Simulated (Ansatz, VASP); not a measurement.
# B: VASP beside Ansatz

The input POSCAR:

```
B
1.0
    2.8205211326      0.0000000000      0.0000000000
   -1.4102605663      2.4426429528      0.0000000000
    0.0000000000      0.0000000000      2.7972999477
B
3
Direct
    0.0000000000      0.0000000000      0.0000000000
    0.3333333333      0.6666666667      0.5000000000
    0.6666666667      0.3333333333      0.5000000000
```

INCAR.step1

```
SYSTEM = B
ALGO = Normal
EDIFF = 1E-4
ENCUT = 520
GGA = PE
ISMEAR = -1
LASPH = .True.
LCHARG = .False.
LREAL = .False.
LWAVE = .True.
NBANDS = 12
NELM = 100
PREC = Accurate
SIGMA = 0.1
```

Contents of INCAR.step2:

```
SYSTEM = B
ALGO = Normal
EDIFF = 1E-6
ENCUT = 520
ISIF = 2
ISMEAR = -1
ISTART = 1
LASPH = .True.
LCHARG = .True.
LELF = .True.
LMIXTAU = .True.
LREAL = .False.
LVHAR = .True.
LWAVE = .False.
METAGGA = R2SCAN
NBANDS = 12
NELM = 100
PREC = Accurate
SIGMA = 0.1
```

KPOINTS

```
k-points
0
Gamma
  14 14 12
  0 0 0
```

Input for Ansatz:

```yaml
crystal:
  lattice:
    - [2.8205211326, 0.0, 0.0]
    - [-1.4102605663, 2.4426429528, 0.0]
    - [0.0, 0.0, 2.7972999477]
  atoms:
    - { symbol: B, position: [0.0, 0.0, 0.0] }
    - { symbol: B, position: [0.3333333333, 0.6666666667, 0.5] }
    - { symbol: B, position: [0.6666666667, 0.3333333333, 0.5] }
hamiltonian:
  xc: r2scan
  pseudopotentials:
    kind: paw
    azcp:
      B: "pseudopotentials/B.paw.azcp"
basis:
  ecutwfc: 500
  fft_grid_basis: typed
kpoints:
  mp_grid: { grid: [14, 14, 12], shift: [0, 0, 0] }
magnetization:
  spin_polarized: false
scf:
  occupations: { method: fermi_dirac, width: 0.1 }
  lower_state_search: "off"
output:
  stress: true
  write_density: true
  write_potential: true
  elf: true
  volumetric_format: npy
```

Alike in both runs: task single point; functional r2SCAN; k mesh 14 × 14 × 12; occupations fermi-dirac, width 0.1 eV; no spin polarisation.

|  | VASP | Ansatz |
| --- | --- | --- |
| version | VASP 6.6.1 | Ansatz 0.2.0 |
| potentials or method | VASP PAW PBE potentials, release 64 (B) | plane waves (500 eV) with PAW, scalar-relativistic |
| plane-wave cutoff (eV) | 520 | 500 |
| valence electrons in the cell | 9 | 9 |

|  | VASP | Ansatz | Ansatz less VASP |
| --- | --- | --- | --- |
| pressure (GPa) | 10.2 | 10.0 | -0.19 |
| largest component of the traceless stress (GPa) | 4.72 | 4.63 | -0.090 |

The functional is the same, so the differences come from potentials, cutoffs and numerics.

Caveats: the PAW data sets were made with another functional, which shifts forces and pressure a little (VASP).
